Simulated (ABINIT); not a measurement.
# MnO2 (P4_2/mnm) in ABINIT: band structure with PBE

Aim: the band structure of MnO2 with PBE.

All numbers are computed with ABINIT 10.8.3 (patched build); they aren't measurements. Logs are shortened: lines on timing, memory, paths and dates and some standing lists are left out, and cuts for length are marked. The log counts tension as positive stress, the text compression.

## 1. The structure

Symmetry: P4_2/mnm, No. 136, tetragonal system. Conventional cell: a = 4.400 Å, b = 4.400 Å, c = 2.867 Å, α = 90.00°, β = 90.00°, γ = 90.00°. Mn (site symmetry mmm) has 6 O at 1.88 to 1.90 Å as nearest neighbours. O (site symmetry m2m) has 3 Mn at 1.88 to 1.90 Å as nearest neighbours.

The cell is a database's computed one.

## 2. Band structure, PBE, collinear spin, ferromagnetic start

run.abi reads:

```
# Datasets: ground state, then fixed potential
ndtset 2

# Pseudopotentials
pp_dirpath "./"
pseudos "Mn.GGA_PBE-JTH.xml, O.GGA_PBE-JTH.xml"

# Structure
acell 3*1.0 Angstrom
rprim
     4.4004184607     0.0000000000     0.0000000000
     0.0000000000     4.4004184607     0.0000000000
     0.0000000000     0.0000000000     2.8670779400
ntypat 2
znucl 25 8
natom 6
typat 1 1 2 2 2 2
xred
     0.5000000000     0.5000000000     0.5000000000
     0.0000000000     0.0000000000     0.0000000000
     0.8049161500     0.1950838500     0.5000000000
     0.6950838500     0.6950838500     0.0000000000
     0.1950838500     0.8049161500     0.5000000000
     0.3049161500     0.3049161500     0.0000000000

# Plane-wave basis
ecut 26.0
pawecutdg 48.0
pawxcdev 0

# Exchange and correlation
ixc 11

# Bands and occupations
occopt 3
tsmear 0.00183747

# Spin
nsppol 2
spinat
     0.0000000000     0.0000000000     4.0000000000
     0.0000000000     0.0000000000     4.0000000000
     0.0000000000     0.0000000000     0.0000000000
     0.0000000000     0.0000000000     0.0000000000
     0.0000000000     0.0000000000     0.0000000000
     0.0000000000     0.0000000000     0.0000000000

# SCF cycle
nstep 100

# Output
iomode 3
prtwf 0
prteig 0
prtebands 0
enunit 1
prtden1 1

# Dataset 1
kptopt1 1
ngkpt1 4 4 5
nshiftk1 1
shiftk1 0.0 0.0 0.0
nband1 35
tolvrs1 1.0e-9

# Dataset 2: bands along G-X-M-G-Z-R-A-Z
iscf2 -2
getden2 1
nband2 41
nbdbuf2 4
tolwfr2 1.0e-11
kptopt2 -7
ndivsm2 5
prteig2 1
kptbounds2
     0.0000000000     0.0000000000     0.0000000000
     0.0000000000     0.5000000000     0.0000000000
     0.5000000000     0.5000000000     0.0000000000
     0.0000000000     0.0000000000     0.0000000000
     0.0000000000     0.0000000000     0.5000000000
     0.0000000000     0.5000000000     0.5000000000
     0.5000000000     0.5000000000     0.5000000000
     0.0000000000     0.0000000000     0.5000000000
```

Potentials or basis: JTH PAW PBE v2.0.

Started as:

```console
abinit run.abi > log 2>&1
```

run.abo:

```text
.Version 10.8.3 of ABINIT
 DATASET    1 : space group P4_2/m n m (#136); Bravais tP (primitive tetrag.)
================================================================================
 Values of the parameters that define the memory need for DATASET  1.
     intxc =       0    ionmov =       0      iscf =      17    lmnmax =      18
     lnmax =       6     mgfft =      40  mpssoang =       3    mqgrid =    3001
     natom =       6  nloc_mem =       2    nspden =       2   nspinor =       1
    nsppol =       2      nsym =      16    n1xccc =       1    ntypat =       2
    occopt =       3   xclevel =       2
       mpw =        2408          nfft =       43200          nkpt =          18
 PAW method is used; the additional fine FFT grid is defined by:
   mgfftf=        54    nfftf =    104976
================================================================================
================================================================================

 DATASET    2 : space group P4_2/m n m (#136); Bravais tP (primitive tetrag.)
================================================================================
 Values of the parameters that define the memory need for DATASET  2.
     intxc =       0    ionmov =       0      iscf =      -2    lmnmax =      18
     lnmax =       6     mgfft =      40  mpssoang =       3    mqgrid =    3001
     natom =       6  nloc_mem =       2    nspden =       2   nspinor =       1
    nsppol =       2      nsym =      16    n1xccc =       1    ntypat =       2
    occopt =       3   xclevel =       2
       mpw =        2412          nfft =       43200          nkpt =          43
 PAW method is used; the additional fine FFT grid is defined by:
   mgfftf=        54    nfftf =    104976
================================================================================
================================================================================

--------------------------------------------------------------------------------
------------- Echo of variables that govern the present computation ------------
--------------------------------------------------------------------------------
 -outvars: echo values of preprocessed input variables --------
            acell      1.8897261259E+00  1.8897261259E+00  1.8897261259E+00 Bohr
              amu      5.49380500E+01  1.59994000E+01
             ecut      2.60000000E+01 Hartree
[... 1939 lines left out ...]
 kpt#  43, nband= 41, wtk=  1.00000, kpt=  0.0000  0.0000  0.5000 (reduced coord)
 -76.16688  -76.16688  -45.01965  -45.01965  -44.83061  -44.83061  -44.76220  -44.76220
 -12.65115  -12.65115  -12.22855  -12.22855   -0.74371   -0.74371    0.00551    0.00551
   0.10912    0.10912    1.12068    1.12068    1.51568    1.51568    2.69616    2.69616
   3.62915    3.62915    4.69885    4.69885    5.63441    5.63441    7.15236    7.15236
   7.58747    7.58747   18.24360   18.24360   20.81145   20.81145   21.03192   21.03192
  21.68341
 Eigenvalues (   eV  ) for nkpt=  43  k points, SPIN DOWN:
 kpt#   1, nband= 41, wtk=  1.00000, kpt=  0.0000  0.0000  0.0000 (reduced coord)
 -73.10667  -73.10313  -41.92761  -41.91809  -41.85815  -41.85815  -41.76295  -41.76295
 -14.07386  -12.20596  -11.82464  -11.82464   -1.74174   -0.80166   -0.04237    0.62877
   0.62877    1.94575    1.94575    2.34977    4.13214    4.83395    4.83395    5.41397
   5.93685    6.24756    6.39720    6.39720    6.59297    7.61283    8.55673    9.86078
   9.86078   10.89198   13.86713   17.26419   17.26419   20.24124   20.95332   21.58773
  23.93179
 kpt#   2, nband= 41, wtk=  1.00000, kpt=  0.0000  0.1000  0.0000 (reduced coord)
 -73.10659  -73.10321  -41.92737  -41.91832  -41.85789  -41.85787  -41.76327  -41.76325
 -14.03476  -12.25207  -11.83693  -11.82686   -1.66422   -0.77505    0.02427    0.63034
   0.63285    1.87868    1.92380    2.36722    4.03896    4.58903    4.71242    5.38366
   6.00791    6.37198    6.43941    6.47660    6.68456    7.69503    8.51607    9.82106
   9.83423   10.83544   14.00788   17.27294   17.32449   20.21886   20.93449   21.63878
  23.88467
 kpt#   3, nband= 41, wtk=  1.00000, kpt=  0.0000  0.2000  0.0000 (reduced coord)
 -73.10633  -73.10347  -41.92669  -41.91899  -41.85719  -41.85714  -41.76412  -41.76407
 -13.91963  -12.39570  -11.85758  -11.83314   -1.45458   -0.70572    0.23095    0.63481
[... 270 lines left out ...]
 kpt#  42, nband= 41, wtk=  1.00000, kpt=  0.0714  0.0714  0.5000 (reduced coord)
 -73.09483  -73.09483  -42.05398  -42.05392  -41.83264  -41.83261  -41.75651  -41.75641
 -12.41861  -12.41598  -12.01657  -12.01236   -0.19877   -0.14042    0.11319    0.40172
   0.74136    1.22113    1.61292    1.64428    2.74061    2.84114    3.30065    3.40502
   6.94830    6.95619    7.10038    7.23716    7.89889    8.05777    8.33936    8.80152
   8.95071    9.39362   18.45202   18.55465   21.20137   21.23673   21.37023   21.70077
  22.51617
 kpt#  43, nband= 41, wtk=  1.00000, kpt=  0.0000  0.0000  0.5000 (reduced coord)
 -73.09483  -73.09483  -42.05389  -42.05389  -41.83263  -41.83263  -41.75649  -41.75649
 -12.42709  -12.42709  -12.00556  -12.00556   -0.19156   -0.19156    0.42348    0.42348
   0.85284    0.85284    1.64456    1.64456    2.68336    2.68336    3.38305    3.38305
   6.95041    6.95041    7.25346    7.25346    7.96702    7.96702    8.73077    8.73077
   8.94961    8.94961   18.52701   18.52701   21.28145   21.28145   21.52142   21.52142
  22.62631

== END DATASET(S) ==============================================================
================================================================================

 -outvars: echo values of variables after computation  --------
            acell      1.8897261259E+00  1.8897261259E+00  1.8897261259E+00 Bohr
           etotal1    -2.7429013001E+02
            fcart1     1.8070036208E-20 -0.0000000000E+00 -0.0000000000E+00
                       1.8070036208E-20 -0.0000000000E+00 -0.0000000000E+00
                      -4.0253428072E-04  4.0253428072E-04 -0.0000000000E+00
                       4.0253428072E-04  4.0253428072E-04 -0.0000000000E+00
                       4.0253428072E-04 -4.0253428072E-04 -0.0000000000E+00
                      -4.0253428072E-04 -4.0253428072E-04 -0.0000000000E+00
            rprim      4.4004184607E+00  0.0000000000E+00  0.0000000000E+00
                       0.0000000000E+00  4.4004184607E+00  0.0000000000E+00
                       0.0000000000E+00  0.0000000000E+00  2.8670779400E+00
           strten1    -2.3175143924E-04 -2.3175143924E-04 -2.1589672122E-04
                       0.0000000000E+00  0.0000000000E+00  0.0000000000E+00
           xangst      2.2002092303E+00  2.2002092303E+00  1.4335389700E+00
                       0.0000000000E+00  0.0000000000E+00  0.0000000000E+00
                       3.5419678858E+00  8.5845057492E-01  1.4335389700E+00
                       3.0586598053E+00  3.0586598053E+00  0.0000000000E+00
                       8.5845057492E-01  3.5419678858E+00  1.4335389700E+00
                       1.3417586554E+00  1.3417586554E+00  0.0000000000E+00
             xred      5.0000000000E-01  5.0000000000E-01  5.0000000000E-01
                       0.0000000000E+00  0.0000000000E+00  0.0000000000E+00
                       8.0491615000E-01  1.9508385000E-01  5.0000000000E-01
                       6.9508385000E-01  6.9508385000E-01  0.0000000000E+00
                       1.9508385000E-01  8.0491615000E-01  5.0000000000E-01
                       3.0491615000E-01  3.0491615000E-01  0.0000000000E+00
 Calculation completed.
```

It took 5.6 min on 1 thread of Arm Neoverse V1, shared host; peak memory 0.28 GiB.

What came out:

```
Free energy                                           : -7463.8147 eV
Pressure                                              : 6.7 GPa
Largest force                                         : 0.029 eV/Å
Band gap on the k mesh                                : none (metal or under the smearing width)
Net moment                                            : 5.99 μB per cell
Site moments                                          : Mn +2.66; O +0.09 μB
Valence electrons inside the program's atomic spheres : Mn 13.26; O 4.58
```

Forces in eV/Å, atoms in the order of the input:
```
Mn   0.000  0.000  0.000
Mn   0.000  0.000  0.000
O   -0.021  0.021  0.000
O    0.021  0.021  0.000
O    0.021 -0.021  0.000
O   -0.021 -0.021  0.000
```

Stress tensor (GPa, compression positive):
```
6.82 0.00 0.00
0.00 6.82 0.00
0.00 0.00 6.35
```

Levels at the corners of the path, in eV from the Fermi level:
Spin up:
```
point  band 27  band 28  band 29  band 30  band 31  band 32  band 33  band 34
    Γ    -1.29    -1.29    -0.74    -0.16    -0.15     2.75     2.75     3.49
    X    -1.43    -1.43    -0.73    -0.73     2.24     2.24     2.51     2.51
    M    -2.20    -2.20    -0.06    -0.06     1.50     1.50     2.72     2.72
    Γ    -1.29    -1.29    -0.74    -0.16    -0.15     2.75     2.75     3.49
    Z    -1.13    -1.13    -0.20    -0.20     1.32     1.32     1.75     1.75
    R    -2.03    -2.03    -0.08    -0.08     0.26     0.26     3.28     3.28
    A    -1.09    -1.09    -0.78    -0.78     1.78     1.78     1.96     1.96
    Z    -1.13    -1.13    -0.20    -0.20     1.32     1.32     1.75     1.75
```
Spin down:
| point | band 22 | band 23 | band 24 | band 25 | band 26 | band 27 |
| --- | --- | --- | --- | --- | --- | --- |
| Γ | -1.00 | -1.00 | -0.42 | 0.10 | 0.41 | 0.56 |
| X | -2.91 | -1.26 | -1.26 | 0.80 | 0.80 | 1.16 |
| M | -2.57 | -1.99 | -1.99 | 0.13 | 0.13 | 0.57 |
| Γ | -1.00 | -1.00 | -0.42 | 0.10 | 0.41 | 0.56 |
| Z | -3.15 | -2.45 | -2.45 | 1.12 | 1.12 | 1.42 |
| R | -3.01 | -1.61 | -1.61 | 0.29 | 0.29 | 1.13 |
| A | -1.92 | -1.52 | -1.52 | 1.09 | 1.09 | 1.17 |
| Z | -3.15 | -2.45 | -2.45 | 1.12 | 1.12 | 1.42 |

Caveat: the k mesh is coarse (spacing up to 0.44 Å⁻¹), so the values aren't converged; semilocal functionals often make such compounds metallic where correlation or magnetic order opens a gap, which also shifts bond lengths; only a ferromagnetic start was run, and an antiferromagnetic order may lie lower in energy. With open d or f shells a metallic result of PBE can be an artefact of self-interaction; +U or a hybrid may open a gap.
